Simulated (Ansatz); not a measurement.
# InP (Fm-3m) in Ansatz: further runs

One crystal, InP, is run at these levels: revPBE, BLYP, PBE; tasks: relaxation of cell and atoms, single point.

Everything below comes from runs of Ansatz 0.2.0. Logs are shortened: lines on timing, memory, paths and dates and some standing lists are left out, and cuts for length are marked.

## Step 1: The structure

Symmetry: Fm-3m, No. 225, cubic system. The conventional cell has a = 5.538 Å, b = 5.538 Å, c = 5.538 Å, α = 90.00°, β = 90.00°, γ = 90.00°. Around In (site symmetry m-3m) lie 6 P at 2.77 Å. P (site symmetry m-3m) is surrounded by 6 In at 2.77 Å.

Measurements of this composition are mostly on another form, of space group No. 216.

## Step 2: Relaxation of cell and atoms, revPBE

File input.yaml:

```yaml
crystal:
  lattice:
    - [0.0, 2.768834, 2.768834]
    - [2.768834, 0.0, 2.768834]
    - [2.768834, 2.768834, 0.0]
  atoms:
    - { symbol: In, position: [0.0, 0.0, 0.0] }
    - { symbol: P, position: [0.5, 0.5, 0.5] }
hamiltonian:
  xc: revpbe
  pseudopotentials: { kind: paw }
kpoints:
  mp_grid: { grid: [8, 8, 8] }
scf:
  occupations: { method: fermi_dirac, width: 0.05 }
output:
  forces: true
  stress: true
  eigenvalues: true
  write_density: true
  write_potential: true
  elf: true
  volumetric_format: npy
relax:
  f_tol: 0.01
  max_steps: 40
  cell: { stress_tol: 0.05 }
```

Potentials or basis: Ansatz PAW.

The run is started by

```bash
ansatz run input.yaml --threads 2 --pin off --max-ram 5632MiB --backend cpu --events-out ev --progress --plain --runs-dir out
```

Log:

```text
Warning: RAYON_NUM_THREADS=2 ignored (pool sized by the plan → 2); use --threads N
Engine: ansatz 0.2.0, aarch64-unknown-linux-gnu
Pseudopotentials: kind: paw
Pseudopotential: In, paw, valence charge 13, recommended cutoff 420 eV (normal), In.paw.azcp
Pseudopotential: P, paw, valence charge 5, recommended cutoff 420 eV (normal), P.paw.azcp
Functional definition: revPBE
  parameter kappa = 1.245
  parameter beta = 0.06672455060314922
  exchange = pbe_x(kappa = kappa, mu = beta*pi^2/3)
  correlation = pbe_c(beta = beta)
Crystal: 2 atoms, lattice volume = 42.454 Å³
Basis set: ecut = 420 eV, 869 PW (Γ), exchange–correlation on 54×54×54 points (8 copies of the dense FFT grid, shifted against one another)
Bands: 13, of which v1, the nominal top of the filled ones, is band 9 counted from 1 (8 counted from 0)
Symmetry: 48 space group operations
Space group: Fm-3m (ITA 225), of the structure as read, at distance tolerance 3.5e-5 Å
k-points: 29 of 512
Non-local potential: In, projectors of the file, l = 0: 2, l = 1: 2, l = 2: 2, l = 3: 2
Non-local potential: P, projectors of the file, l = 0: 2, l = 1: 2, l = 2: 2
PAW form: soft (Blöchl's): semilocal exchange-correlation on the pseudo side does not see the compensation charge
PAW frozen core: In, regenerated for the run's functional, and the local potential with it (the file was generated under x = pbe(κ = 0.804, μ = 0.2195149727645171), c = pbe(β = 0.06672455060314922))
PAW frozen core: P, regenerated for the run's functional, and the local potential with it (the file was generated under x = pbe(κ = 0.804, μ = 0.2195149727645171), c = pbe(β = 0.06672455060314922))
PAW one-centre angular grid: In, 590 points (default); XC on 64 Gauss nodes
PAW one-centre angular grid: P, 110 points (default); XC on 64 Gauss nodes
Initial density: superposition of atomic densities (neutral atoms: chi_scale 0, normalization atom), corrected by the library's trained network
Initial wavefunctions: pseudopotential atomic-orbital guess
Functional: x = revpbe(κ = 1.245, μ = 0.2195149727645171), c = pbe(β = 0.06672455060314922)
SCF iter   1: F=—  HF=-6361.809481 eV  |F-HF|=—  |Δ(HF+E_count)|=         —  Δρ=3.25e-3  dr2=3.26e-3  ethr=1.77e-3  ⟨swp⟩=6.2  Hψ=2474  notcnv=0
preconditioner: auto → Kerker (q_TF=auto, 2.365 Å⁻¹)  [metal: Δε(μ)=0.051 eV  Ē_g=14.829 eV  σ=0.050 eV  W_gap=0.24  n_scr=14 (ndim 8)  ℏωp=24.2 eV  f_vac=0.000  D(μ)=1.37/eV (n_scr^D=14)]
SCF iter   2: F=—  HF=-6361.808026 eV  |F-HF|=—  |Δ(HF+E_count)|=   1.45e-3  Δρ=1.18e-3  dr2=5.47e-4  ethr=1.81e-5  ⟨swp⟩=2.1  Hψ=867  notcnv=0
SCF iter   3: F=—  HF=-6361.808023 eV  |F-HF|=—  |Δ(HF+E_count)|=   3.50e-6  Δρ=5.82e-4  dr2=1.40e-4  ethr=3.04e-6  ⟨swp⟩=1.4  Hψ=404  notcnv=0
SCF iter   4: F=—  HF=-6361.808050 eV  |F-HF|=—  |Δ(HF+E_count)|=   2.73e-5  Δρ=1.15e-4  dr2=8.94e-6  ethr=7.76e-7  ⟨swp⟩=2.3  Hψ=483  notcnv=0
SCF iter   5: F=—  HF=-6361.808056 eV  |F-HF|=—  |Δ(HF+E_count)|=   5.79e-6  Δρ=4.10e-5  dr2=7.87e-7  ethr=4.97e-8  ⟨swp⟩=2.6  Hψ=574  notcnv=0
SCF iter   6: F=-6361.808056 eV  HF=-6361.808056 eV  |F-HF|=2.20e-8  |Δ(HF+E_count)|=   4.71e-7  Δρ=6.99e-6  dr2=2.31e-8  ethr=5.56e-10  ⟨swp⟩=11.6  Hψ=2970  notcnv=0
SCF 1 converged in 6 iterations: F = -6361.808056 eV  dr2 = 2.31e-8
relax step   1: F+E_penalty+E_count = -6361.80805628 eV  Δ(F+E_penalty+E_count) = +0.000e0 eV  max|allowed force component| = 1.750e-30 eV/Å  Δτ_max = 0.0000 Å  P = +1.312 GPa  Ω = 42.454 Å³  (6 SCF iters, dr2 threshold 1.00e-7 eV, accepted)
Crystal: 2 atoms, lattice volume = 43.721 Å³
Initial density: handed on by an earlier stage of this run
Initial wavefunctions: those handed on with the density
iter 1 solved again at ethr=9.17e-6 eV; its pass at ethr=3.10e-3 eV (dr2=1.65e-3 eV) is discarded
SCF iter   1: F=—  HF=-6361.809955 eV  |F-HF|=—  |Δ(HF+E_count)|=         —  Δρ=1.43e-3  dr2=1.62e-3  ethr=9.17e-6  ⟨swp⟩=2.0  Hψ=2830  notcnv=0
preconditioner: auto → Kerker (q_TF=auto, 2.353 Å⁻¹)  [metal: Δε(μ)=0.073 eV  Ē_g=14.687 eV  σ=0.050 eV  W_gap=0.35  n_scr=14 (ndim 8)  ℏωp=23.8 eV  f_vac=0.000  D(μ)=1.48/eV (n_scr^D=14)]
SCF iter   2: F=—  HF=-6361.809626 eV  |F-HF|=—  |Δ(HF+E_count)|=   3.30e-4  Δρ=7.43e-4  dr2=3.99e-4  ethr=9.01e-6  ⟨swp⟩=1.0  Hψ=378  notcnv=0
SCF iter   3: F=—  HF=-6361.809577 eV  |F-HF|=—  |Δ(HF+E_count)|=   4.88e-5  Δρ=1.66e-4  dr2=1.14e-5  ethr=2.22e-6  ⟨swp⟩=2.0  Hψ=470  notcnv=0
SCF iter   4: F=—  HF=-6361.809588 eV  |F-HF|=—  |Δ(HF+E_count)|=   1.13e-5  Δρ=4.19e-5  dr2=9.97e-7  ethr=6.35e-8  ⟨swp⟩=2.0  Hψ=502  notcnv=0
SCF iter   5: F=-6361.809590 eV  HF=-6361.809590 eV  |F-HF|=1.28e-7  |Δ(HF+E_count)|=   1.37e-6  Δρ=1.36e-5  dr2=1.13e-7  ethr=1.11e-9  ⟨swp⟩=11.6  Hψ=2981  notcnv=0
SCF 2 converged in 5 iterations: F = -6361.809590 eV  dr2 = 1.13e-7
relax step   2: F+E_penalty+E_count = -6361.80958985 eV  Δ(F+E_penalty+E_count) = -1.534e-3 eV  max|allowed force component| = 1.085e-30 eV/Å  Δτ_max = 0.0000 Å  P = -0.767 GPa  Ω = 43.721 Å³  energy of the carried Pulay correction = -3.827e-4 eV  (5 SCF iters, dr2 threshold 2.00e-7 eV, accepted)
Crystal: 2 atoms, lattice volume = 43.245 Å³
iter 1 solved again at ethr=1.26e-6 eV; its pass at ethr=3.10e-3 eV (dr2=2.27e-4 eV) is discarded
SCF iter   1: F=—  HF=-6361.810966 eV  |F-HF|=—  |Δ(HF+E_count)|=         —  Δρ=5.21e-4  dr2=2.09e-4  ethr=1.26e-6  ⟨swp⟩=2.8  Hψ=2720  notcnv=0
preconditioner: auto → Kerker (q_TF=auto, 2.357 Å⁻¹)  [metal: Δε(μ)=0.048 eV  Ē_g=14.718 eV  σ=0.050 eV  W_gap=0.23  n_scr=14 (ndim 8)  ℏωp=24.0 eV  f_vac=0.000  D(μ)=1.36/eV (n_scr^D=14)]
SCF iter   2: F=—  HF=-6361.810922 eV  |F-HF|=—  |Δ(HF+E_count)|=   4.42e-5  Δρ=2.71e-4  dr2=5.06e-5  ethr=1.16e-6  ⟨swp⟩=1.2  Hψ=386  notcnv=0
SCF iter   3: F=—  HF=-6361.810924 eV  |F-HF|=—  |Δ(HF+E_count)|=   1.32e-6  Δρ=5.80e-5  dr2=1.51e-6  ethr=2.81e-7  ⟨swp⟩=2.0  Hψ=462  notcnv=0
SCF iter   4: F=-6361.810925 eV  HF=-6361.810925 eV  |F-HF|=1.23e-7  |Δ(HF+E_count)|=   1.04e-6  Δρ=1.54e-5  dr2=1.18e-7  ethr=1.11e-9  ⟨swp⟩=11.9  Hψ=3073  notcnv=0
SCF 3 converged in 4 iterations: F = -6361.810925 eV  dr2 = 1.18e-7
  Residual-converged pass: ⟨swp⟩=1.0  Hψ=493  notcnv=0  max |occ|·‖R‖ = 7.0e-9 eV (tolerance 1.0e-8 eV)  dr2=1.18e-7  dr2_onsite=1.56e-8  max |Δocc| = 2.2e-9
relax step   3: F+E_penalty+E_count = -6361.81092472 eV  Δ(F+E_penalty+E_count) = -1.335e-3 eV  max|allowed force component| = 4.470e-30 eV/Å  Δτ_max = 0.0000 Å  P = -0.027 GPa  Ω = 43.245 Å³  energy of the carried Pulay correction = -2.402e-4 eV  (4 SCF iters, dr2 threshold 2.00e-7 eV, accepted)
Initial wavefunctions: pseudopotential atomic-orbital guess (no wavefunctions were taken with the density)
iter 1 solved again at ethr=6.18e-7 eV; its pass at ethr=3.10e-3 eV (dr2=1.11e-4 eV) is discarded
SCF iter   1: F=—  HF=-6361.811169 eV  |F-HF|=—  |Δ(HF+E_count)|=         —  Δρ=3.57e-5  dr2=1.88e-7  ethr=6.18e-7  ⟨swp⟩=3.3  Hψ=3374  notcnv=0
eigensolver tolerance schedule: the retry pair's looser diagonalisation over-reported the residual by 591.15 of it (diagonalisation noise at 0.13 of the residual, at the tolerance the schedule requests for it); recorded, not acted on — ethr = c·dr2/N_el stays at c = 1.0e-1
preconditioner: auto → Kerker (q_TF=auto, 2.357 Å⁻¹)  [metal: Δε(μ)=0.053 eV  Ē_g=14.723 eV  σ=0.050 eV  W_gap=0.26  n_scr=14 (ndim 8)  ℏωp=24.0 eV  f_vac=0.000  D(μ)=1.38/eV (n_scr^D=14)]
SCF iter   2: F=—  HF=-6361.811175 eV  |F-HF|=—  |Δ(HF+E_count)|=   5.68e-6  Δρ=1.88e-5  dr2=8.70e-8  ethr=1.04e-9  ⟨swp⟩=2.6  Hψ=667  notcnv=0
SCF iter   3: F=—  HF=-6361.811175 eV  |F-HF|=—  |Δ(HF+E_count)|=   1.35e-7  Δρ=6.04e-6  dr2=1.77e-8  ethr=4.83e-10  ⟨swp⟩=2.2  Hψ=511  notcnv=0
SCF iter   4: F=—  HF=-6361.811175 eV  |F-HF|=—  |Δ(HF+E_count)|=   2.13e-8  Δρ=1.98e-6  dr2=1.41e-9  ethr=9.84e-11  ⟨swp⟩=2.0  Hψ=496  notcnv=0
SCF iter   5: F=—  HF=-6361.811175 eV  |F-HF|=—  |Δ(HF+E_count)|=   2.44e-9  Δρ=4.66e-7  dr2=7.81e-11  ethr=7.85e-12  ⟨swp⟩=2.0  Hψ=515  notcnv=0
SCF iter   6: F=-6361.811175 eV  HF=-6361.811175 eV  |F-HF|=0.00e0  |Δ(HF+E_count)|=  7.46e-11  Δρ=5.97e-8  dr2=1.52e-12  ethr=1.00e-12  ⟨swp⟩=7.7  Hψ=1956  notcnv=0
SCF 4 converged in 6 iterations: F = -6361.811175 eV  dr2 = 1.52e-12
relax step   4: F+E_penalty+E_count = -6361.81117503 eV  Δ(F+E_penalty+E_count) = -2.503e-4 eV  max|allowed force component| = 1.236e-29 eV/Å  Δτ_max = 0.0000 Å  P = -0.028 GPa  Ω = 43.245 Å³  stress off target by 2.80e-2 GPa  SCF on the basis re-selected at this cell (its energy is not comparable with the rows above)  (6 SCF iters)
basis re-selected at this cell: Δ(F+E_penalty+E_count) = -2.503e-4 eV, ΔP = -0.001 GPa vs the last step (what re-selecting the basis moved, of the pressure what is left beyond the Pulay correction that the steps carried, after the strain that the cell walked since its last selection, with what the two solves' SCF thresholds leave and, on support functions, any second-order correction that the steps lacked; it is no measure of the basis error at this ecutwfc). This SCF's stress stands 2.80e-2 GPa from its target on what of the cell is left free (relax.cell.stress_tol is 5.00e-2 GPa) and its largest allowed force component is 1.24e-29 eV/Å (relax.f_tol is 1.00e-2 eV/Å): within both
SCF converged after 6 iterations
Free energy (F): -6361.811175 eV
Harris-Foulkes:  -6361.811175 eV  (|F-HF|=0.00e0)
Internal energy: -6361.800033 eV  (E = F + TS)
E sigma→0 (E₀):  -6361.805604 eV
Entropy (-TS):   -0.011142 eV (-5.571 meV/atom)
Fermi energy:    9.112201 eV
--- Per-component energies (eV) ---
  E_band       = -16.761026
  E_kinetic    = 311.174938
  E_local      = -1205.937055  (includes V_loc(G=0)·N_el)
  E_nonlocal   = 401.013206
  E_hartree    = 473.667679
  E_xc         = -276.062092
  E_vxc        = -158.375048  (∫ρ·V_xc dr)
  E_paw        = -4733.276548  (= ΣΔE_a)
  E_vpaw       = -311.972424  (= ΣTr[D̂ρ^β])
  E_aug_tail   = 0.000030  (compensation charges beyond the density's cutoff)
  E_ewald      = -1332.405081
  E_core_change = 0.024891  (= ΣΔE_core)
  E_smearing   = -0.011142  (= −TS)
  E_closure    = -0.000000  (closes the sum)
  Σ components = -6361.811175   (vs F -6361.811175, Δ=0.00e0)
--- Forces (eV/Å), atoms counted from 1 ---
  atom   1  In    -0.00000000    -0.00000000     0.00000000
  atom   2  P      0.00000000    -0.00000000    -0.00000000
  max |Σ_I F_I| component: 1.98e-29 eV/Å
--- Stress (GPa, compression-positive) ---
       -0.027985       0.000000      -0.000000
        0.000000      -0.027985       0.000000
        0.000000      -0.000000      -0.027985
  P = ⅓ Tr σ = -0.0280 GPa (-0.280 kbar)
--- Band table (eV; the first three rows and the last of 29) ---
  k-point 0: bands = ["-5.2534", "-5.2534", "-5.2372", "-5.2372", "-5.2372", "-2.8504", "8.7503", "8.7503", "8.7503", "9.4627", "16.0785", "16.0785", "16.0785"]
  k-point 1: bands = ["-5.2605", "-5.2605", "-5.2375", "-5.2274", "-5.2274", "-2.6606", "7.0505", "8.7805", "8.7805", "10.8675", "15.1360", "15.5846", "15.5846"]
  k-point 2: bands = ["-5.2811", "-5.2811", "-5.2397", "-5.2002", "-5.2002", "-2.1131", "5.0434", "8.8849", "8.8849", "11.7296", "14.0340", "14.0340", "14.3829"]
  k-point 28: bands = ["-5.4594", "-5.2569", "-5.2140", "-5.2140", "-5.1325", "0.2468", "4.3831", "5.2339", "5.2339", "11.3506", "13.5801", "15.7208", "15.7208"]
--- Relaxed structure (3 steps of the walk, 3 accepted, 1 SCFs on fresh bases) ---
  F+E_penalty+E_count = -6361.81117503 eV   max|allowed force component| = 1.236e-29 eV/Å   (the final SCF, on the basis selected at the relaxed cell)
  cell:  # Å, volume = 43.2449 Å³
    - [2.5476860164477946e-34, 2.785917981763286, 2.785917981763286]
    - [2.785917981763286, 1.5286116098686765e-34, 2.785917981763286]
    - [2.785917981763286, 2.785917981763286, -3.3119918213821335e-34]
  atoms:
    - { symbol: In, position: [-5.320962733854894e-37, 2.6038753803827686e-37, 5.094538787727922e-37] }
    - { symbol: P, position: [0.49999999999999994, 0.49999999999999994, 0.49999999999999994] }
```

It took 2.8 s on 2 threads of Arm Neoverse V2, shared host; peak memory 0.31 GiB.

Results:

```yaml
Free_energy: -6361.8112 eV
Relaxed_volume: 21.62 Å³/atom
Relaxed_cell: a = 3.940 Å, b = 3.940 Å, c = 3.940 Å, α = 60.00°, β = 60.00°, γ = 60.00°
Space_group_after_relaxing_to_0.05_Å: Fm-3m (No. 225)
Energy_gained_by_relaxing: 1.6 meV/atom
Ionic_steps: 4
Pressure_after_relaxing: 0.0 GPa
Band_gap_on_the_k_mesh: none (metal or under the smearing width)
```

Step by step:
```tsv
step	energy change (eV)	largest force (eV/Å)	volume (Å³)
1	0.0000	0.0000	42.45
2	-0.0015	0.0000	43.72
3	-0.0029	0.0000	43.24
4	-0.0031	0.0000	43.24
```

Final structure:
```xyz
2
Lattice="0.0000 2.7859 2.7859 2.7859 0.0000 2.7859 2.7859 2.7859 0.0000" Properties=species:S:1:pos:R:3 pbc="T T T"
In    0.0000    0.0000    0.0000
P     2.7859    2.7859    2.7859
```

Caveat: the plane-wave basis is chosen anew once the cell has moved, so the energies of steps on either side of that aren't comparable; the PAW data sets come from PBE, with cores solved anew for the run's functional, which leaves a small shift of forces and pressure.

## Step 3: Relaxation of cell and atoms, BLYP

input.yaml: that of step 2 with these lines changed.

```diff
@@ -9,3 +9,3 @@
 hamiltonian:
-  xc: revpbe
+  xc: blyp
   pseudopotentials: { kind: paw }
@@ -19,6 +19,2 @@
   eigenvalues: true
-  write_density: true
-  write_potential: true
-  elf: true
-  volumetric_format: npy
 relax:
```

Potentials or basis: Ansatz PAW.

The run is started by

```bash
ansatz run input.yaml --threads 2 --pin off --max-ram 5632MiB --backend cpu --events-out ev --progress --plain --runs-dir out
```

Run time: 3.4 s. Hardware: 2 threads of Arm Neoverse V2, shared host; peak memory 0.31 GiB.

The run converged. Its results:

| Property | Result |
| --- | --- |
| Free energy | -6373.4039 eV |
| Relaxed volume | 22.95 Å³/atom |
| Relaxed cell | a = 4.019 Å, b = 4.019 Å, c = 4.019 Å, α = 60.00°, β = 60.00°, γ = 60.00° |
| Space group after relaxing (to 0.05 Å) | Fm-3m (No. 225) |
| Energy gained by relaxing | 26.3 meV/atom |
| Ionic steps | 5 |
| Pressure after relaxing | 0.0 GPa |
| Band gap on the k mesh | none (metal or under the smearing width) |

Step by step:
| step | energy change (eV) | largest force (eV/Å) | volume (Å³) |
| --- | --- | --- | --- |
| 1 | 0.0000 | 0.0000 | 42.45 |
| 2 | -0.0408 | 0.0000 | 47.67 |
| 3 | -0.0516 | 0.0000 | 46.16 |
| 4 | -0.0519 | 0.0000 | 45.90 |
| 5 | -0.0527 | 0.0000 | 45.90 |

Final structure:
```
CELL_PARAMETERS angstrom
0.00000 2.84188 2.84188
2.84188 0.00000 2.84188
2.84188 2.84188 0.00000
ATOMIC_POSITIONS crystal
In 0.00000 0.00000 0.00000
P 0.50000 0.50000 0.50000
```

Levels at points of the mesh, in eV from the Fermi level:
| k point | band 6 | band 7 | band 8 | band 9 | band 10 | band 11 | band 12 | band 13 |
| --- | --- | --- | --- | --- | --- | --- | --- | --- |
| (0.00, 0.00, 0.00) | -11.50 | -0.31 | -0.31 | -0.31 | -0.30 | 7.25 | 7.25 | 7.25 |
| (0.00, 0.00, -0.50) | -9.71 | -6.28 | 0.08 | 0.08 | 2.55 | 3.39 | 3.39 | 4.40 |
| (0.00, -0.50, -0.50) | -8.86 | -4.39 | -2.79 | -2.10 | -2.10 | 4.31 | 9.05 | 9.05 |

Caveat: the plane-wave basis is chosen anew once the cell has moved, so the energies of steps on either side of that aren't comparable; the PAW data sets come from PBE, with cores solved anew for the run's functional, which leaves a small shift of forces and pressure.

## Step 4: Single point, PBE

input.yaml: that of step 3 with these lines changed.

```diff
@@ -9,3 +9,3 @@
 hamiltonian:
-  xc: blyp
+  xc: pbe
   pseudopotentials: { kind: paw }
@@ -14,3 +14,3 @@
 scf:
-  occupations: { method: fermi_dirac, width: 0.05 }
+  occupations: { method: gaussian, width: 0.012 }
 output:
@@ -19,5 +19 @@
   eigenvalues: true
-relax:
-  f_tol: 0.01
-  max_steps: 40
-  cell: { stress_tol: 0.05 }
```

Potentials or basis: Ansatz PAW.

The run is started by

```bash
ansatz run input.yaml --threads 2 --pin off --max-ram 5632MiB --backend cpu --events-out ev --progress --plain --runs-dir out
```

Log:

```text
Warning: RAYON_NUM_THREADS=2 ignored (pool sized by the plan → 2); use --threads N
Engine: ansatz 0.2.0, aarch64-unknown-linux-gnu
Pseudopotentials: kind: paw
Pseudopotential: In, paw, valence charge 13, recommended cutoff 420 eV (normal), In.paw.azcp
Pseudopotential: P, paw, valence charge 5, recommended cutoff 420 eV (normal), P.paw.azcp
Functional definition: PBE
  parameter kappa = 0.804
  parameter beta = 0.06672455060314922
  exchange = pbe_x(kappa = kappa, mu = beta*pi^2/3)
  correlation = pbe_c(beta = beta)
Crystal: 2 atoms, lattice volume = 42.454 Å³
Basis set: ecut = 420 eV, 869 PW (Γ), exchange–correlation on 54×54×54 points (8 copies of the dense FFT grid, shifted against one another)
Bands: 13, of which v1, the nominal top of the filled ones, is band 9 counted from 1 (8 counted from 0)
Symmetry: 48 space group operations
Space group: Fm-3m (ITA 225), of the structure as read, at distance tolerance 3.5e-5 Å
k-points: 29 of 512
Non-local potential: In, projectors of the file, l = 0: 2, l = 1: 2, l = 2: 2, l = 3: 2
Non-local potential: P, projectors of the file, l = 0: 2, l = 1: 2, l = 2: 2
[... 31 lines left out ...]
  E_paw        = -4725.102483  (= ΣΔE_a)
  E_vpaw       = -312.124115  (= ΣTr[D̂ρ^β])
  E_aug_tail   = 0.000029  (compensation charges beyond the density's cutoff)
  E_ewald      = -1340.626153
  E_smearing   = -0.000061  (= −TS)
  E_closure    = -0.000000  (closes the sum)
  Σ components = -6353.509517   (vs F -6353.509517, Δ=0.00e0)
--- Forces (eV/Å), atoms counted from 1 ---
  atom   1  In    -0.00000000     0.00000000    -0.00000000
  atom   2  P      0.00000000     0.00000000    -0.00000000
  max |Σ_I F_I| component: 2.30e-30 eV/Å
--- Stress (GPa, compression-positive) ---
       -0.076351       0.000000      -0.000000
       -0.000000      -0.076351      -0.000000
        0.000000       0.000000      -0.076351
  P = ⅓ Tr σ = -0.0764 GPa (-0.764 kbar)
--- Band table (eV; the first three rows and the last of 29) ---
  k-point 0: bands = ["-5.0587", "-5.0587", "-5.0403", "-5.0403", "-5.0403", "-2.8056", "8.9303", "8.9303", "8.9303", "9.7257", "16.2773", "16.2773", "16.2773"]
  k-point 1: bands = ["-5.0663", "-5.0663", "-5.0407", "-5.0298", "-5.0298", "-2.6112", "7.2267", "8.9626", "8.9626", "11.1212", "15.3240", "15.7919", "15.7919"]
  k-point 2: bands = ["-5.0884", "-5.0884", "-5.0436", "-5.0006", "-5.0006", "-2.0493", "5.1812", "9.0734", "9.0734", "11.9517", "14.2223", "14.2224", "14.6167"]
  k-point 28: bands = ["-5.2820", "-5.0627", "-5.0159", "-5.0159", "-4.9277", "0.4186", "4.4810", "5.3257", "5.3257", "11.5901", "13.7759", "15.9141", "15.9141"]
```

It took 0.7 s on 2 threads of Arm Neoverse V2, shared host; peak memory 0.29 GiB.

What came out:

```
Free energy            : -6353.5095 eV
Pressure               : -0.1 GPa
Band gap on the k mesh : none (metal or under the smearing width)
```

## Step 5: Overview

```csv
task,level,cell,smearing,gap on the mesh (eV),pressure (GPa),relaxed volume (Å³/atom)
relaxation of cell and atoms,revPBE,relaxed,fermi-dirac 0.05 eV,none,0.0,21.62
relaxation of cell and atoms,BLYP,relaxed,fermi-dirac 0.05 eV,none,0.0,22.95
single point,PBE,as given,gaussian 0.012 eV,none,-0.1,-
```

Alike in all rows: potentials or basis Ansatz PAW; no spin polarisation; k mesh 8 × 8 × 8; cutoff (eV) 420.

Caveats: the plane-wave basis is chosen anew once the cell has moved, so the energies of steps on either side of that aren't comparable (some runs); the PAW data sets come from PBE, with cores solved anew for the run's functional, which leaves a small shift of forces and pressure (some runs).

Absolute energies hang on the potentials; compare differences alone.
